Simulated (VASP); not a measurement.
# PbSe (Clausthalite) (Fm-3m) in VASP: further runs, part 2 of 2

VASP 6.6.1. The steps go on from the part before.

**4. Single point, PBEsol**

run.py reads:

```python
from ase.calculators.vasp import Vasp
from ase.dft.bandgap import bandgap
from ase.io import read

atoms = read('PbSe.cif', primitive_cell=True, subtrans_included=False)
calc = Vasp(
    directory='calc',
    xc='pbesol',
    pp='PBE',
    setups='materialsproject',
    prec='Accurate',
    encut=520,
    ediff=1e-06,
    ismear=0,
    sigma=0.02,
    lreal=False,
    lasph=True,
    nelm=60,
    algo='Fast',
    isif=2,
    lwave=False,
    lcharg=True,
    lelf=True,
    lvhar=True,
    kpts=[8, 8, 8],
    gamma=True,
    nbands=17,
)
atoms.calc = calc

print('energy (eV):', atoms.get_potential_energy())
print('free energy (eV):', atoms.get_potential_energy(force_consistent=True))
print('forces (eV/A):')
print(atoms.get_forces())
print('stress (eV/A^3, Voigt):', atoms.get_stress())
print('Fermi level (eV):', calc.get_fermi_level())
gap, top, bottom = bandgap(calc)
print('band gap (eV):', gap, 'from (spin, k, band)', top, 'to', bottom)
```

PbSe.cif reads:

```cif
data_PbSe
_cell_length_a 6.12130000
_cell_length_b 6.12130000
_cell_length_c 6.12130000
_cell_angle_alpha 90.00000000
_cell_angle_beta 90.00000000
_cell_angle_gamma 90.00000000
_space_group_name_H-M_alt 'Fm-3m'
_space_group_name_Hall '-F 4 2 3'
_space_group_IT_number 225
loop_
_space_group_symop_operation_xyz
'x,y,z'
'-x,-y,-z'
'-y,x,z'
'y,-x,-z'
'-x,-y,z'
'x,y,-z'
'y,-x,z'
'-y,x,-z'
'x,-y,-z'
'-x,y,z'
'-y,-x,-z'
'y,x,z'
'-x,y,-z'
'x,-y,z'
'y,x,-z'
'-y,-x,z'
'z,x,y'
'-z,-x,-y'
'z,-y,x'
'-z,y,-x'
'z,-x,-y'
'-z,x,y'
'z,y,-x'
'-z,-y,x'
'-z,x,-y'
'z,-x,y'
'-z,-y,-x'
'z,y,x'
'-z,-x,y'
'z,x,-y'
'-z,y,x'
'z,-y,-x'
'y,z,x'
'-y,-z,-x'
'x,z,-y'
'-x,-z,y'
'-y,z,-x'
'y,-z,x'
'-x,z,y'
'x,-z,-y'
'-y,-z,x'
'y,z,-x'
'-x,-z,-y'
'x,z,y'
'y,-z,-x'
'-y,z,x'
'x,-z,y'
'-x,z,-y'
'x,y+1/2,z+1/2'
'-x,-y+1/2,-z+1/2'
'-y,x+1/2,z+1/2'
[... 62 lines left out ...]
'-z+1/2,-x,-y+1/2'
'z+1/2,-y,x+1/2'
'-z+1/2,y,-x+1/2'
'z+1/2,-x,-y+1/2'
'-z+1/2,x,y+1/2'
'z+1/2,y,-x+1/2'
'-z+1/2,-y,x+1/2'
'-z+1/2,x,-y+1/2'
'z+1/2,-x,y+1/2'
'-z+1/2,-y,-x+1/2'
'z+1/2,y,x+1/2'
'-z+1/2,-x,y+1/2'
'z+1/2,x,-y+1/2'
'-z+1/2,y,x+1/2'
'z+1/2,-y,-x+1/2'
'y+1/2,z,x+1/2'
'-y+1/2,-z,-x+1/2'
'x+1/2,z,-y+1/2'
'-x+1/2,-z,y+1/2'
'-y+1/2,z,-x+1/2'
'y+1/2,-z,x+1/2'
'-x+1/2,z,y+1/2'
'x+1/2,-z,-y+1/2'
'-y+1/2,-z,x+1/2'
'y+1/2,z,-x+1/2'
'-x+1/2,-z,-y+1/2'
'x+1/2,z,y+1/2'
'y+1/2,-z,-x+1/2'
'-y+1/2,z,x+1/2'
'x+1/2,-z,y+1/2'
'-x+1/2,z,-y+1/2'
'x+1/2,y+1/2,z'
'-x+1/2,-y+1/2,-z'
'-y+1/2,x+1/2,z'
'y+1/2,-x+1/2,-z'
'-x+1/2,-y+1/2,z'
'x+1/2,y+1/2,-z'
'y+1/2,-x+1/2,z'
'-y+1/2,x+1/2,-z'
'x+1/2,-y+1/2,-z'
'-x+1/2,y+1/2,z'
'-y+1/2,-x+1/2,-z'
'y+1/2,x+1/2,z'
'-x+1/2,y+1/2,-z'
'x+1/2,-y+1/2,z'
'y+1/2,x+1/2,-z'
'-y+1/2,-x+1/2,z'
'z+1/2,x+1/2,y'
'-z+1/2,-x+1/2,-y'
'z+1/2,-y+1/2,x'
'-z+1/2,y+1/2,-x'
'z+1/2,-x+1/2,-y'
'-z+1/2,x+1/2,y'
'z+1/2,y+1/2,-x'
'-z+1/2,-y+1/2,x'
'-z+1/2,x+1/2,-y'
'z+1/2,-x+1/2,y'
'-z+1/2,-y+1/2,-x'
'z+1/2,y+1/2,x'
'-z+1/2,-x+1/2,y'
'z+1/2,x+1/2,-y'
'-z+1/2,y+1/2,x'
'z+1/2,-y+1/2,-x'
'y+1/2,z+1/2,x'
'-y+1/2,-z+1/2,-x'
'x+1/2,z+1/2,-y'
'-x+1/2,-z+1/2,y'
'-y+1/2,z+1/2,-x'
'y+1/2,-z+1/2,x'
'-x+1/2,z+1/2,y'
'x+1/2,-z+1/2,-y'
'-y+1/2,-z+1/2,x'
'y+1/2,z+1/2,-x'
'-x+1/2,-z+1/2,-y'
'x+1/2,z+1/2,y'
'y+1/2,-z+1/2,-x'
'-y+1/2,z+1/2,x'
'x+1/2,-z+1/2,y'
'-x+1/2,z+1/2,-y'
loop_
_atom_site_label
_atom_site_type_symbol
_atom_site_symmetry_multiplicity
_atom_site_Wyckoff_symbol
_atom_site_fract_x
_atom_site_fract_y
_atom_site_fract_z
_atom_site_occupancy
Pb1 Pb 4 a 0.0000000000 0.0000000000 0.0000000000 1
Se1 Se 4 b 0.5000000000 0.0000000000 0.0000000000 1
```

Started as:

```console
python run.py
```

Run time: 24 s. Hardware: 1 thread of Intel Xeon Platinum 8488C (Sapphire Rapids), shared host; peak memory 0.18 GiB.

It converged, with:

| Item | Value |
| --- | --- |
| Free energy | -8.9170 eV |
| Pressure | -0.5 GPa |
| Band gap on the k mesh | 0.20 eV, direct |

Levels at points of the mesh, in eV from the valence-band top:
| k point | band 7 | band 8 | band 9 | band 10 | band 11 | band 12 | band 13 | band 14 |
| --- | --- | --- | --- | --- | --- | --- | --- | --- |
| (0.00, 0.00, 0.00) | -6.33 | -1.87 | -1.87 | -1.87 | 4.68 | 4.68 | 4.68 | 6.45 |
| (0.50, 0.00, 0.00) | -8.83 | -1.46 | -1.46 | 0.00 | 0.20 | 1.65 | 1.65 | 8.41 |
| (0.50, 0.50, 0.00) | -7.41 | -5.02 | -3.25 | -3.25 | 3.58 | 5.58 | 5.58 | 6.01 |

Caveat: the PAW data sets were made with another functional, which shifts forces and pressure a little; spin-orbit coupling is left out, which as a rule narrows the gap of such compounds by several tenths of an eV.

**5. The reference run**

An earlier run on the cell as given: functional PBEsol; potentials or basis VASP PAW PBE potentials, release 64 (Pb_d, Se); cutoff 520 eV; k mesh 8 × 8 × 8; occupations fermi-dirac, width 0.05 eV; no spin polarisation.

* Pressure: -0.5 GPa
* Band gap on the k mesh: 0.20 eV, direct

**6. The runs side by side**

```tsv
level	smearing	ladder	gap on the mesh (eV)	pressure (GPa)
PBE	gaussian 0.023 eV	-	0.29	2.4
PBEsol	gaussian 0.02 eV	-	0.20	-0.5
PBEsol	fermi-dirac 0.05 eV	free	0.20	-0.5
```

Alike in all rows: task single point; potentials or basis VASP PAW PBE potentials, release 64 (Pb_d, Se); no spin polarisation; cell as given; k mesh 8 × 8 × 8; cutoff (eV) 520.

On the cell as given the gap runs from 0.20 eV (PBEsol) to 0.29 eV (PBE). The pressure there spans -0.5 GPa (PBEsol) to 2.4 GPa (PBE); a positive pressure means that this level wants a larger cell, a negative one a smaller.

Caveats: spin-orbit coupling is left out, which as a rule narrows the gap of such compounds by several tenths of an eV; the PAW data sets were made with another functional, which shifts forces and pressure a little (some runs).

Absolute energies hang on the potentials; compare differences alone.

**7. Against experiment**

Step 2. Against the measured gap of PbSe, 0.28 eV (direct; 300 K; a printed reference work, monograph), the calculated 0.29 eV is off by +0.01 eV. 2 values of this kind are on record (0.15 to 0.28 eV); this one was drawn at random. Spin-orbit coupling on Pb, Se is left out. The value is that of PBE on a finite k mesh, which can miss the band edges, without temperature or zero-point motion.

Step 3. Measured gap of PbSe: 0.15 eV (direct; 4.2 K; a printed reference work, monograph). This calculation gives 0.20 eV (+0.05 eV). 2 values of this kind are on record (0.15 to 0.28 eV); this one was drawn at random. Spin-orbit coupling on Pb, Se is left out. The value is that of PBEsol on a finite k mesh, which can miss the band edges, without temperature or zero-point motion.

Step 4. Measured gap of PbSe: 0.15 eV (direct; 4.2 K; a printed reference work, monograph). This calculation gives 0.20 eV (+0.05 eV). 2 values of this kind are on record (0.15 to 0.28 eV); this one was drawn at random. Spin-orbit coupling on Pb, Se is left out. The value is that of PBEsol on a finite k mesh, which can miss the band edges, without temperature or zero-point motion.
